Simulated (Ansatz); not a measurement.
# What strain does to AgCl (CsCl type)

AgCl built on the CsCl prototype, relaxed with r2SCAN in the plane-wave code Ansatz. It is cubic, Pm-3m (No. 221); a = 3.396 Å in the conventional setting, 19.58 Å³ an atom. Ag is surrounded by 8 Cl at 2.94 Å; Cl is surrounded by 8 Ag at 2.94 Å.

The axes x, y and z are those of this cell:
```yaml
crystal:
  lattice:
    - [3.39559, 0.00000, 0.00000]
    - [0.00000, 3.39559, 0.00000]
    - [0.00000, 0.00000, 3.39559]
  atoms:
    - { symbol: Ag, position: [0.00000, 0.00000, 0.00000] }
    - { symbol: Cl, position: [0.50000, 0.50000, 0.50000] }
```

Unstrained: PBE gives an indirect gap of 0.585 eV, from X to Γ; the least direct gap is 2.195 eV at Γ. r2SCAN gives an indirect gap of 1.227 eV, from X to Γ; the least direct gap is 2.876 eV at Γ. With HSE06 the valence top lies at X and the conduction bottom at Γ, 2.010 eV higher; the smallest vertical gap, at Γ, is 3.576 eV. Meshes: PBE 8×8×8, r2SCAN 8×8×8, HSE06 6×6×6. Strains are changes of length per length, and xy shears are angles. After each strain the atoms were relaxed again with r2SCAN within the symmetry that the strain leaves, so tilts or polar shifts that break it weren't tested; points keep the names that they have in the unstrained zone. The calculation is spin-unpolarised, and the structure need not be a phase that has been made.

Changes of the least gap in eV (an overlap counts as a negative gap):
```csv
strain,volume change (%),space group,PBE,r2SCAN,HSE06,"energy rise, r2SCAN (meV/atom)"
"xy shear, engineering strain (angle) +3.62 %",0.0,Cmmm,-0.111,-0.116,-0.115,-0.8
uniaxial +2.66 % along z,+2.7,P4/mmm,-0.037,-0.046,-0.042,4.1
uniaxial +0.86 % along [111],+0.9,R-3m,-0.021,-0.024,-0.022,0.2
```

Xy shear, engineering strain (angle) +3.62 %. HSE06: the gap goes from 2.010 to 1.895 eV (-0.115 eV). Stress change with r2SCAN, compression positive: xx +0.05, yy +0.05, zz +0.06, xy +0.36 GPa.

Uniaxial +2.66 % along z, other directions held. HSE06: the gap goes from 2.010 to 1.968 eV (-0.042 eV). Stress change with r2SCAN, compression positive: xx -0.90, yy -0.90, zz -2.35 GPa.

Uniaxial +0.86 % along [111], other directions held. HSE06: the gap goes from 2.010 to 1.988 eV (-0.022 eV). Stress change with r2SCAN, compression positive: xx -0.47, yy -0.47, zz -0.47, xy +0.06, xz +0.06, yz +0.06 GPa.

Spin-orbit coupling is left out.

The meshes of the hybrids are coarse, so their gaps aren't converged to the digits shown.
